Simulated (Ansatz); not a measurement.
Computed with Ansatz 0.2.0, DFT PBE, scalar-relativistic, plane waves, PAW. Settings: cutoff 420 eV, Γ-centred meshes spaced at most about 0.3 Å⁻¹, and about 0.25 Å⁻¹ or finer for metals (2π included), Gaussian smearing. No spin polarisation.

These are static total energies at zero pressure.

Compare these two cells of Si₄S, each relaxed at this level.

A.

Space group R-3m:H (No. 166). a = 3.907 Å, b = 3.907 Å, c = 24.387 Å, α = 90.00°, β = 90.00°, γ = 120.00°
```json
{"atom": "Si", "site": "6c", "symmetry": "3m", "x": "0.6667", "y": "0.3333", "z": "0.2462"}
{"atom": "Si", "site": "6c", "symmetry": "3m", "x": "0.3333", "y": "0.6667", "z": "0.1181"}
{"atom": "S", "site": "3a", "symmetry": "-3m", "x": "0.0000", "y": "0.0000", "z": "0.0000"}
```

B.

Space group Pmma (No. 51). a = 3.639 Å, b = 3.909 Å, c = 16.161 Å, α = 90.00°, β = 90.00°, γ = 90.00°
```tsv
atom	site	symmetry	x	y	z
Si	2e	mm2	0.7500	0.0000	0.2988
Si	2f	mm2	0.7500	0.5000	0.2167
Si	2f	mm2	0.7500	0.5000	0.8726
Si	2e	mm2	0.7500	0.0000	0.9555
S	2e	mm2	0.2500	0.0000	0.3790
```

Question: Which form is favoured at zero pressure, and by what margin per atom?

Answer: B is lower, by 159 meV/atom. A has space group R-3m (No. 166), 21.5 Å³/atom and no gap on its mesh; B has space group Pmma (No. 51), 23.0 Å³/atom and a gap of 0.26 eV. A and B both hold Si–Si nets. In A, Si on its first site is surrounded by 1 S at 2.13 Å and 3 Si at 2.38 Å; Si on its second site has 4 Si at 2.37–2.38 Å; around S lie 2 Si at 2.13 Å. In B, around Si on its first site lie 2 S at 2.23 Å and 2 Si at 2.36 Å; around Si on its second site lie 4 Si at 2.32–2.36 Å; S has 2 Si at 2.23 Å; 2 more sites not described. Both come from invented guesses.

Weakly bound directions are ill-defined at this level, which has no dispersion term (Pmma), and this can change margins and order among such cells. Kohn–Sham gaps at this level usually fall short of measured ones. Cells relaxed within their symmetry can be saddle points.
